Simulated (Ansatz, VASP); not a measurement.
# V in VASP and in Ansatz

INCAR

```
  PREC = Accurate
  ENCUT = 520
  EDIFF = 1E-7
  ISMEAR = -1
  SIGMA = 0.1
  LREAL = False
  LASPH = True
  NELM = 60
  ALGO = Normal
  ISIF = 2
  LWAVE = False
  LCHARG = False
  GGA = B5
  ALDAX = 1.0
  AGGAX = 1.0
  AGGAC = 1.0
  ALDAC = 0.0
  NBANDS = 26
```

File KPOINTS:

```
Automatic mesh
0
Gamma
  9 9 15
```

The input POSCAR:

```
V
1.0
    4.3211794313      0.0000000000      0.0000000000
   -2.1605897156      3.7422511618      0.0000000000
    0.0000000000      0.0000000000      2.3008004290
V
3
Direct
    1.0000000000      1.0000000000      0.0000000000
    0.3333333333      0.6666666667      0.5000000000
    0.6666666667      0.3333333333      0.5000000000
```

Input for Ansatz:

```yaml
crystal:
  lattice:
    - [4.3211794313, 0.0, 0.0]
    - [-2.1605897156, 3.7422511618, 0.0]
    - [0.0, 0.0, 2.300800429]
  atoms:
    - { symbol: V, position: [1.0, 1.0, 0.0] }
    - { symbol: V, position: [0.3333333333, 0.6666666667, 0.5] }
    - { symbol: V, position: [0.6666666667, 0.3333333333, 0.5] }
hamiltonian:
  xc: blyp
  pseudopotentials:
    kind: paw
    azcp:
      V: "pseudopotentials/V.paw.azcp"
basis:
  ecutwfc: 420
  fft_grid_basis: typed
kpoints:
  mp_grid: { grid: [9, 9, 15], shift: [0, 0, 0] }
magnetization:
  spin_polarized: false
scf:
  occupations: { method: fermi_dirac, width: 0.1 }
  lower_state_search: "off"
output:
  stress: true
```

Alike in both runs: task single point; functional BLYP; k mesh 9 × 9 × 15; occupations fermi-dirac, width 0.1 eV; no spin polarisation.

|  | VASP | Ansatz |
| --- | --- | --- |
| version | VASP 6.6.1 | Ansatz 0.2.0 |
| potentials or method | VASP PAW PBE potentials, release 64 (V_sv) | plane waves (420 eV) with PAW, scalar-relativistic |
| plane-wave cutoff (eV) | 520 | 420 |
| valence electrons in the cell | 39 | 39 |

Ansatz gave:

```
pressure (GPa)                                  : 26.4
largest component of the traceless stress (GPa) : 1.23
```

Question: Which values does VASP return?

Answer: Pressure (GPa): 27.0; largest component of the traceless stress (GPa): 1.65.

The functional is the same, so the differences come from potentials, cutoffs and numerics.

Caveats: so large a pressure means that the cell lies far from this level's equilibrium, or that cutoff or potentials fall short (VASP); the potentials were made for another functional, which shifts forces and pressure (VASP).
